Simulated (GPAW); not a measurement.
The system is Ge.

```
CELL_PARAMETERS angstrom
-2.57449 2.57449 1.39741
2.57449 -2.57449 1.39741
2.57449 2.57449 -1.39741
ATOMIC_POSITIONS crystal
Ge 0.50000 0.50000 0.00000
Ge 0.25000 0.75000 0.50000
```

This isn't the form of Ge at room conditions, which is diamond.

```yaml
Program: GPAW 26.7.0
Task: relaxation of cell and atoms
Functional: r2SCAN
Dispersion: D4
Potentials_or_basis: GPAW PAW data sets (gpaw-data 1.2.1)
Cutoff: 600 eV
Basis: pw
k_mesh: 8 × 8 × 8
Occupations: fermi-dirac, width 0.05 eV
Spin: no spin polarisation
```

At the start: pressure -0.9 GPa; volume 18.52 Å³/atom.

How do energy, volume and symmetry change on relaxing?

Over 6 steps the energy falls by 12.9 meV/atom and the volume is 18.37 Å³/atom (-0.8 %); space group I4_1/amd (No. 141, to 0.05 Å).

Step by step:
| step | energy change (eV) | largest force (eV/Å) | pressure (GPa) | volume (Å³) |
| --- | --- | --- | --- | --- |
| 1 | 0.0000 | 0.0000 | -0.88 | 37.05 |
| 2 | -0.0041 | 0.0000 | -0.71 | 36.97 |
| 3 | -0.0218 | 0.0000 | 0.65 | 36.38 |
| 4 | -0.0240 | 0.0000 | 1.00 | 36.28 |
| 5 | -0.0245 | 0.0000 | 0.78 | 36.37 |
| 6 | -0.0258 | 0.0000 | 0.01 | 36.75 |

Final structure:
```yaml
crystal:
  lattice:
    - [-2.51716, 2.51716, 1.44994]
    - [2.51716, -2.51716, 1.44994]
    - [2.51716, 2.51716, -1.44994]
  atoms:
    - { symbol: Ge, position: [0.50000, 0.50000, 0.00000] }
    - { symbol: Ge, position: [0.25000, 0.75000, 0.50000] }
```

Caveat: later steps reuse the first step's grids; the PAW data sets were made with another functional, which shifts forces and pressure a little; pairwise dispersion overbinds metals, which lowers pressure and volume.
